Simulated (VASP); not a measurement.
**AlN: single point with PBEsol**

Crystal: AlN.

```xyz
2
Lattice="0.0000 2.0220 2.0220 2.0220 0.0000 2.0220 2.0220 2.0220 0.0000" Properties=species:S:1:pos:R:3 pbc="T T T"
Al    2.0220    2.0220    2.0220
N     0.0000    0.0000    0.0000
```

Measurements of this composition are mostly on another form, of space group No. 186.

```yaml
Program: VASP 6.6.1
Task: single point
Functional: PBEsol
Potentials_or_basis: VASP PAW PBE potentials, release 64 (Al, N)
Cutoff: 520 eV
k_mesh: 10 × 10 × 10
Occupations: gaussian, width 0.5 eV
Spin: no spin polarisation
```

The pressure is 0.2 GPa. The band gap on the k mesh is 4.55 eV, indirect (least direct gap 5.66 eV).

Levels at points of the mesh, in eV from the valence-band top:
```csv
k point,band 2,band 3,band 4,band 5,band 6,band 7
"(0.00, 0.00, 0.00)",0.00,0.00,0.00,5.66,12.03,12.03
"(0.50, 0.00, 0.00)",-8.36,-1.09,-1.09,6.04,10.90,10.90
"(0.50, 0.50, 0.00)",-7.44,-2.82,-2.82,4.55,5.14,13.96
```

It took 4.5 s on 1 thread of Intel(R) Xeon(R) 6975P-C (Granite Rapids) (shared host), peak memory 0.13 GiB.

Caveat: the PAW data sets were made with another functional, which shifts forces and pressure a little. A k mesh can miss the band edges.
